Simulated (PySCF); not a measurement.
Species: 1-butene, C4H8.
Z-matrix (Å and degrees, PBE0-D3(BJ)/def2-TZVP geometry), rows numbered from 1:
```
C 
C   1  1.3253
C   2  1.4922  1  125.26
C   3  1.5246  2  112.40  1   120.23
H   1  1.0859  2  121.26  3     0.76
H   1  1.0838  2  121.73  3  -179.45
H   2  1.0896  1  118.90  3   179.01
H   3  1.0968  2  109.08  1  -118.87
H   3  1.0941  2  109.45  1    -2.53
H   4  1.0923  3  110.85  2   -61.36
H   4  1.0922  3  111.17  2   178.27
H   4  1.0932  3  111.06  2    58.26
```

The closed-shell ground state was solved at several levels (PySCF, density fitting, gas phase, non-relativistic). The structure is a single PBE0-D3(BJ)/def2-TZVP conformer in the gas phase; no vibrational or solvent corrections.

```csv
level,basis functions,total energy (Eh),HOMO (eV),LUMO (eV),gap (eV),dipole (D)
B97-2/pcSseg-2,256,-157.2207,-7.13,0.25,7.38,0.43
wB97X-D/pcSseg-2,256,-157.2251,-9.25,2.09,11.34,0.43
KT3/pcSseg-2,256,-159.8608,-6.27,-0.68,5.59,0.41
wB97X-D/aug-cc-pVTZ,368,-157.2209,-9.24,0.91,10.15,0.43
PBE0/aug-cc-pVTZ,368,-157.0736,-7.39,-0.03,7.36,0.43
PBE0/pcSseg-2,256,-157.0765,-7.39,0.29,7.68,0.43
```

**Question.** What might CAM-B3LYP/aug-cc-pVTZ (368 basis functions) give for the same quantities?

**Answer.** Total energy -157.1793 Eh, HOMO -8.73 eV, LUMO 0.32 eV, gap 9.05 eV, dipole 0.42 D.

**Question.** Over all these levels, which gives the widest orbital gap and which the narrowest?

**Answer.** wB97X-D/pcSseg-2 (range-separated hybrid) has the widest, 11.34 eV, and KT3/pcSseg-2 (GGA) the narrowest, 5.59 eV. The two share the basis. From the narrowest to the widest the HOMO moves by -2.98 eV and the LUMO by +2.77 eV.

**Question.** In the pcSseg-2 basis, how does the gap go with the fixed share of exact exchange?

**Answer.** KT3 (0 %) 5.59 eV; B97-2 (21 %) 7.38 eV; PBE0 (25 %) 7.68 eV. Each rise in the share widens the gap here.

**Question.** How far do the dipole and the HOMO energy spread over the levels?

**Answer.** The dipole runs from 0.41 to 0.43 D (mean 0.43 D) and the HOMO from -9.25 to -6.27 eV.

The pairwise dispersion term of wB97X-D wasn't added to the energies; at a given geometry it leaves orbitals and properties as they are.
